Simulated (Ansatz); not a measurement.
# BAs: the cost of one run

All numbers are computed with Ansatz 0.2.0 through its Python package. The levels of theory stand in the script.

## Step 1: The system

The structure is cubic, space group F-43m (No. 216). Conventional cell: a = 4.777 Å, b = 4.777 Å, c = 4.777 Å, α = 90.00°, β = 90.00°, γ = 90.00°. B (site symmetry -43m) is surrounded by 4 As at 2.07 Å. As (site symmetry -43m) has 4 B at 2.07 Å as nearest neighbours.

The script holds or builds the structure itself.

## Step 2: Script

The input, ddh_bas.py:

```python
"""A hybrid whose exact exchange is one over the dielectric constant of BAs."""

import warnings

import ansatz as az
import numpy as np


def count_gap(report):
    # lowest empty less highest filled band, counting bands; zero where they overlap
    return max(report.get("gap_by_band_count_ev") or 0.0, 0.0)

warnings.simplefilter("ignore", az.DeckWarning)

lattice = az.Lattice.of(
    (0.0, 2.3885, 2.3885),
    (2.3885, 0.0, 2.3885),
    (2.3885, 2.3885, 0.0),
)
sites = [
    ("B", (0.0, 0.0, 0.0)),
    ("As", (0.25, 0.25, 0.25)),
]
crystal = az.Crystal(lattice=lattice)
for symbol, position in sites:
    crystal = crystal.atom(symbol, position)

calculation = crystal.calculation().kpoints(4, 4, 4).occupations("fixed").band_table()
semilocal = calculation.functional("pbesol").run(threads=1).report
hybrid = calculation.functional(exchange="pbesol", correlation="pbesol", exact_fraction="inverse_dielectric").run(threads=1).report
alpha = hybrid["hybrid"]["exact_exchange_fraction"]
print(f"fraction of exact exchange {alpha:.4f}, so eps_inf = {1 / alpha:.2f}")
print(f"gap by band count: {count_gap(semilocal):.3f} eV semilocal, {count_gap(hybrid):.3f} eV hybrid")
```

## Step 3: The calls as engine input

The package turns the script's settings into the engine's input (first run):

```yaml
crystal:
  lattice:
    - [0.0, 2.3885, 2.3885]
    - [2.3885, 0.0, 2.3885]
    - [2.3885, 2.3885, 0.0]
  atoms:
    - { symbol: B, position: [0.0, 0.0, 0.0] }
    - { symbol: As, position: [0.25, 0.25, 0.25] }
kpoints:
  mp_grid:
    grid: [4, 4, 4]
hamiltonian:
  xc: pbesol
scf:
  occupations:
    method: fixed
output:
  eigenvalues: true
```

## Step 4: The run

Started as:

```sh
> python ddh_bas.py
```

**Question.** How long does this script take on 1 thread of Arm Neoverse V1, shared host, and how much memory does it need?

About 19 s, with a peak of 0.6 GiB.
